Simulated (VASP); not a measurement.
# Interstitial B in a supercell of Si, part 3 of 5

Aim: the formation energy and local structure of interstitial B in Si.

VASP 6.6.1, plane waves and PAW; the level of theory is named at each step.

So far. Step 2 (Relaxing the host crystal): The run ended after 2 ionic steps, 0.000 eV below its first step, once forces and stress met EDIFFG = -0.02.

### Step 4. The supercell without the defect

Level of this step: PBEsol; plane waves and PAW (Si) (VASP).

System of this step: Si. The cell holds 64 atoms: 64 Si. Its edges and angles: a = 10.877 Å, b = 10.877 Å, c = 10.877 Å, α = 90.0°, β = 90.0°, γ = 90.0°. It derives from Si.

The same cell, mesh and cutoff without the defect give the energy to subtract and, in a gapped host, the band edges to count from, so that most errors cancel.

INCAR reads:

```
SYSTEM = Si
PREC = Normal
ENCUT = 320
EDIFF = 1E-05
NELM = 120
ISMEAR = 0
SIGMA = 0.05
LREAL = Auto
ALGO = Fast
GGA = PS
NBANDS = 176
LORBIT = 11
LWAVE = .FALSE.
LCHARG = .FALSE.
KPAR = 4
NCORE = 2
LASPH = .TRUE.
```

POSCAR reads:

```
Si
1.0
   10.8774530944      0.0000000000      0.0000000000
    0.0000000000     10.8774530944      0.0000000000
    0.0000000000      0.0000000000     10.8774530944
Si
64
Direct
    0.5000000000      0.0000000000      0.0000000000
    0.7500000000      0.2500000000      0.0000000000
    0.7500000000      0.0000000000      0.2500000000
    0.0000000000      0.0000000000      0.0000000000
    0.2500000000      0.2500000000      0.0000000000
    0.5000000000      0.5000000000      0.0000000000
    0.7500000000      0.7500000000      0.0000000000
    0.2500000000      0.0000000000      0.2500000000
    0.5000000000      0.2500000000      0.2500000000
    0.7500000000      0.5000000000      0.2500000000
    0.5000000000      0.0000000000      0.5000000000
    0.7500000000      0.2500000000      0.5000000000
    0.7500000000      0.0000000000      0.7500000000
    0.0000000000      0.5000000000      0.0000000000
    0.2500000000      0.7500000000      0.0000000000
    0.0000000000      0.2500000000      0.2500000000
    0.2500000000      0.5000000000      0.2500000000
    0.5000000000      0.7500000000      0.2500000000
    0.0000000000      0.0000000000      0.5000000000
    0.2500000000      0.2500000000      0.5000000000
    0.5000000000      0.5000000000      0.5000000000
    0.7500000000      0.7500000000      0.5000000000
    0.2500000000      0.0000000000      0.7500000000
    0.5000000000      0.2500000000      0.7500000000
    0.7500000000      0.5000000000      0.7500000000
    0.0000000000      0.7500000000      0.2500000000
    0.0000000000      0.5000000000      0.5000000000
    0.2500000000      0.7500000000      0.5000000000
    0.0000000000      0.2500000000      0.7500000000
    0.2500000000      0.5000000000      0.7500000000
    0.5000000000      0.7500000000      0.7500000000
    0.0000000000      0.7500000000      0.7500000000
    0.6250000000      0.1250000000      0.1250000000
    0.8750000000      0.3750000000      0.1250000000
    0.8750000000      0.1250000000      0.3750000000
    0.1250000000      0.1250000000      0.1250000000
    0.3750000000      0.3750000000      0.1250000000
    0.6250000000      0.6250000000      0.1250000000
    0.8750000000      0.8750000000      0.1250000000
    0.3750000000      0.1250000000      0.3750000000
    0.6250000000      0.3750000000      0.3750000000
    0.8750000000      0.6250000000      0.3750000000
    0.6250000000      0.1250000000      0.6250000000
    0.8750000000      0.3750000000      0.6250000000
    0.8750000000      0.1250000000      0.8750000000
    0.1250000000      0.6250000000      0.1250000000
    0.3750000000      0.8750000000      0.1250000000
    0.1250000000      0.3750000000      0.3750000000
    0.3750000000      0.6250000000      0.3750000000
    0.6250000000      0.8750000000      0.3750000000
    0.1250000000      0.1250000000      0.6250000000
    0.3750000000      0.3750000000      0.6250000000
    0.6250000000      0.6250000000      0.6250000000
    0.8750000000      0.8750000000      0.6250000000
    0.3750000000      0.1250000000      0.8750000000
    0.6250000000      0.3750000000      0.8750000000
    0.8750000000      0.6250000000      0.8750000000
    0.1250000000      0.8750000000      0.3750000000
    0.1250000000      0.6250000000      0.6250000000
    0.3750000000      0.8750000000      0.6250000000
    0.1250000000      0.3750000000      0.8750000000
    0.3750000000      0.6250000000      0.8750000000
    0.6250000000      0.8750000000      0.8750000000
    0.1250000000      0.8750000000      0.8750000000
```

KPOINTS reads:

```
Automatic mesh
0
Gamma
2 2 2
0 0 0
```

The projector-augmented-wave data sets are Si (PBE family, release 64).

Run with:

```bash
> mpirun -np 8 vasp_std
```

The log of the run:

```text
[banner, memory and clock lines left out]
running    8 mpi-ranks, on    1 nodes
 distrk:  each k-point on    2 cores,    4 groups
 distr:  one band on    2 cores,    1 groups

 POSCAR found type information on POSCAR Si
 POSCAR found :  1 types and      64 ions
 [... a notice as in an earlier step ...]

 LDA part: xc-table for (Slater+PW92), standard interpolation
 POSCAR, INCAR and KPOINTS ok, starting setup
 FFT: planning ... GRIDC
 FFT: planning ... GRID_SOFT
 FFT: planning ... GRID
 WAVECAR not read
 entering main loop
       N       E                     dE             d eps       ncg     rms          rms(c)
DAV:   1     0.433618439679E+03    0.43362E+03   -0.72425E+04  1408   0.815E+02
DAV:   2    -0.324649398882E+03   -0.75827E+03   -0.71156E+03  1696   0.150E+02
DAV:   3    -0.373522981298E+03   -0.48874E+02   -0.48099E+02  1744   0.346E+01
DAV:   4    -0.374634765554E+03   -0.11118E+01   -0.11061E+01  1712   0.621E+00
DAV:   5    -0.374666808644E+03   -0.32043E-01   -0.32000E-01  1680   0.969E-01    0.284E+01
RMM:   6    -0.369762502951E+03    0.49043E+01   -0.23236E+00  1425   0.221E+00    0.171E+01
RMM:   7    -0.367510476264E+03    0.22520E+01   -0.57912E+00  1513   0.355E+00    0.916E-01
RMM:   8    -0.367551392757E+03   -0.40916E-01   -0.55519E-01  1557   0.133E+00    0.507E-01
RMM:   9    -0.367568442156E+03   -0.17049E-01   -0.15568E-01  1673   0.644E-01    0.562E-01
RMM:  10    -0.367571164199E+03   -0.27220E-02   -0.26047E-02  1691   0.298E-01    0.725E-01
RMM:  11    -0.367569765756E+03    0.13984E-02   -0.90726E-03  1551   0.177E-01    0.724E-01
RMM:  12    -0.367569827173E+03   -0.61417E-04   -0.14143E-03  1645   0.807E-02    0.725E-01
RMM:  13    -0.367569849724E+03   -0.22551E-04   -0.23768E-04  1721   0.316E-02    0.704E-01
RMM:  14    -0.367570086377E+03   -0.23665E-03   -0.16955E-04  1590   0.235E-02    0.316E-01
RMM:  15    -0.367570011721E+03    0.74655E-04   -0.79648E-05  1587   0.154E-02    0.379E-01
RMM:  16    -0.367570081436E+03   -0.69715E-04   -0.26542E-05  1251   0.109E-02    0.338E-01
RMM:  17    -0.367570144849E+03   -0.63412E-04   -0.43056E-05  1330   0.133E-02    0.142E-01
RMM:  18    -0.367570152786E+03   -0.79370E-05   -0.10427E-05   919   0.707E-03
   1 F= -.36757015E+03 E0= -.36757015E+03  d E =-.141058E-12
```

Run time: 54 s. Hardware: 8 MPI ranks of AMD EPYC 7R43, shared host; peak memory 2.4 GiB; 7 min of CPU time.

Parts of OUTCAR (step 4):

```text
  LATTYP: Found a simple cubic cell.
 ALAT       =    10.8774530944

 Found      4 irreducible k-points:

   k-points           NKPTS =      4   k-points in BZ     NKDIM =      4   number of bands    NBANDS=    176

   dimension x,y,z NGX =    48 NGY =   48 NGZ =   48
   dimension x,y,z NGXF=    96 NGYF=   96 NGZF=   96

   ENCUT  =  320.0 eV  23.52 Ry    4.85 a.u.  15.87 15.87 15.87*2*pi/ulx,y,z

   NELECT =     256.0000    total number of electrons

 E-fermi :   6.0014

 k-point     1 :       0.0000    0.0000    0.0000
  band No.  band energies     occupation
    ...
    124       4.5480      2.00000
    125       4.5480      2.00000
    126       5.7486      2.00000
    127       5.7486      2.00000
    128       5.7486      2.00000
    129       6.3471      0.00000
    130       6.3471      0.00000
    131       6.3471      0.00000
    132       6.3471      0.00000
    133       6.3471      0.00000
    ...

 k-point     2 :       0.5000    0.0000    0.0000
  band No.  band energies     occupation
    ...
    124       4.4796      2.00000
    125       4.9339      2.00000
    126       4.9339      2.00000
    127       4.9339      2.00000
    128       4.9339      2.00000
    129       6.2595      0.00000
    130       6.2595      0.00000
    131       7.1745      0.00000
    132       7.1745      0.00000
    133       7.6243      0.00000
    ...

  Total       -4.8365754     -4.8365754     -4.8365754     -0.0000000      0.0000000     -0.0000000
  in kB       -6.0209759     -6.0209759     -6.0209759     -0.0000000      0.0000000     -0.0000000
  external PRESSURE =      -6.0209759 kB  Pullay stress =       0.0000000 kB

  energy-cutoff  :      320.00
  volume of cell :     1287.01
      direct lattice vectors                 reciprocal lattice vectors
    10.877453094  0.000000000  0.000000000     0.091933285  0.000000000  0.000000000
     0.000000000 10.877453094  0.000000000     0.000000000  0.091933285  0.000000000
     0.000000000  0.000000000 10.877453094     0.000000000  0.000000000  0.091933285

 POSITION                                       TOTAL-FORCE (eV/Angst)
 -----------------------------------------------------------------------------------
      5.43873      0.00000      0.00000        -0.000000     -0.000000      0.000000
      8.15809      2.71936      0.00000        -0.000000     -0.000000     -0.000000
      8.15809      0.00000      2.71936         0.000000      0.000000     -0.000000
      0.00000      0.00000      0.00000        -0.000000     -0.000000      0.000000
      2.71936      2.71936      0.00000        -0.000000     -0.000000     -0.000000
      5.43873      5.43873      0.00000         0.000000      0.000000      0.000000
      8.15809      8.15809      0.00000         0.000000     -0.000000      0.000000
      2.71936      0.00000      2.71936        -0.000000      0.000000     -0.000000
      5.43873      2.71936      2.71936         0.000000      0.000000      0.000000
      8.15809      5.43873      2.71936         0.000000     -0.000000     -0.000000
      5.43873      0.00000      5.43873        -0.000000     -0.000000     -0.000000
      8.15809      2.71936      5.43873         0.000000      0.000000     -0.000000
      8.15809      0.00000      8.15809         0.000000      0.000000      0.000000
      0.00000      5.43873      0.00000        -0.000000     -0.000000      0.000000
      2.71936      8.15809      0.00000         0.000000     -0.000000     -0.000000
      0.00000      2.71936      2.71936        -0.000000     -0.000000      0.000000
      2.71936      5.43873      2.71936        -0.000000     -0.000000     -0.000000
      5.43873      8.15809      2.71936         0.000000     -0.000000      0.000000
      0.00000      0.00000      5.43873        -0.000000      0.000000      0.000000
      2.71936      2.71936      5.43873        -0.000000     -0.000000     -0.000000
      5.43873      5.43873      5.43873         0.000000     -0.000000     -0.000000
      8.15809      8.15809      5.43873        -0.000000     -0.000000     -0.000000
      2.71936      0.00000      8.15809         0.000000     -0.000000      0.000000
      5.43873      2.71936      8.15809         0.000000     -0.000000      0.000000
      8.15809      5.43873      8.15809        -0.000000      0.000000      0.000000
      0.00000      8.15809      2.71936         0.000000     -0.000000     -0.000000
      0.00000      5.43873      5.43873         0.000000     -0.000000      0.000000
      2.71936      8.15809      5.43873        -0.000000     -0.000000      0.000000
      0.00000      2.71936      8.15809         0.000000      0.000000      0.000000
      2.71936      5.43873      8.15809         0.000000     -0.000000      0.000000
      5.43873      8.15809      8.15809        -0.000000      0.000000      0.000000
      0.00000      8.15809      8.15809         0.000000      0.000000     -0.000000
      6.79841      1.35968      1.35968         0.000000      0.000000      0.000000
      9.51777      4.07904      1.35968        -0.000000      0.000000      0.000000
      9.51777      1.35968      4.07904         0.000000      0.000000      0.000000
      1.35968      1.35968      1.35968         0.000000      0.000000      0.000000
      4.07904      4.07904      1.35968         0.000000      0.000000     -0.000000
      6.79841      6.79841      1.35968        -0.000000      0.000000     -0.000000
[...]
-----------------------------------------------------------------------------------
    total drift:                               -0.000000     -0.000000     -0.000000

  FREE ENERGIE OF THE ION-ELECTRON SYSTEM (eV)
  ---------------------------------------------------
  free  energy   TOTEN  =      -367.5701527855 eV

  energy  without entropy=     -367.5701527855  energy(sigma->0) =     -367.57015279

 total charge
# of ion       s       p       d       tot
------------------------------------------
    1        0.752   0.939   0.000   1.691
    2        0.752   0.939   0.000   1.691
    3        0.752   0.939   0.000   1.691
    4        0.752   0.939   0.000   1.691
    5        0.752   0.939   0.000   1.691
    6        0.752   0.939   0.000   1.691
    7        0.752   0.939   0.000   1.691
    8        0.752   0.939   0.000   1.691
    9        0.752   0.939   0.000   1.691
   10        0.752   0.939   0.000   1.691
   11        0.752   0.939   0.000   1.691
   12        0.752   0.939   0.000   1.691
   13        0.752   0.939   0.000   1.691
   14        0.752   0.939   0.000   1.691
   15        0.752   0.939   0.000   1.691
   16        0.752   0.939   0.000   1.691
   17        0.752   0.939   0.000   1.691
   18        0.752   0.939   0.000   1.691
   19        0.752   0.939   0.000   1.691
   20        0.752   0.939   0.000   1.691
   21        0.752   0.939   0.000   1.691
   22        0.752   0.939   0.000   1.691
   23        0.752   0.939   0.000   1.691
   24        0.752   0.939   0.000   1.691
   25        0.752   0.939   0.000   1.691
   26        0.752   0.939   0.000   1.691
   27        0.752   0.939   0.000   1.691
   28        0.752   0.939   0.000   1.691
   29        0.752   0.939   0.000   1.691
   30        0.752   0.939   0.000   1.691
   31        0.752   0.939   0.000   1.691
   32        0.752   0.939   0.000   1.691
   33        0.752   0.939   0.000   1.691
   34        0.752   0.939   0.000   1.691
   35        0.752   0.939   0.000   1.691
   36        0.752   0.939   0.000   1.691
   37        0.752   0.939   0.000   1.691
[...]
--------------------------------------------------
tot         48.132  60.081   0.000 108.214

[... 2 parts as in an earlier step ...]

[... 5 further parts left out ...]
```

A gap read on the k-mesh alone can miss the band edges.

This step gave:

| Property | Result |
| --- | --- |
| electronic cycles | 18 |
| electrons | 256 |
| free energy (TOTEN) | -367.5702 eV |
| Fermi energy | 6.001 eV |
| gap on the k-mesh | 0.5109 eV |

No direct gap is given, since this cell folds other wave vectors onto the zone centre.

The perfect cell has a gap of 0.51 eV on this mesh, with its valence-band top at 5.749 eV, and charged states follow.

(Part 3 of 5 ends here.)

[Lines on the potential files, build, host, timing and source positions are cut from VASP's logs without a mark.]

[Logs are printed without paths, hosts, clocks, repeated set-up lines and the standing remarks that a program may print on its own settings, such as how far it seeks lower states.]

[Hosts, paths, dates, database ids (printed as entryN), source tags and the programs' standing remarks are cut or masked in the printed files.]

[In band tables of VASP the shares of atoms and orbitals are scaled to a sum of 1 inside the atoms' spheres.]

[Runs that stopped without an error message from VASP are left out.]
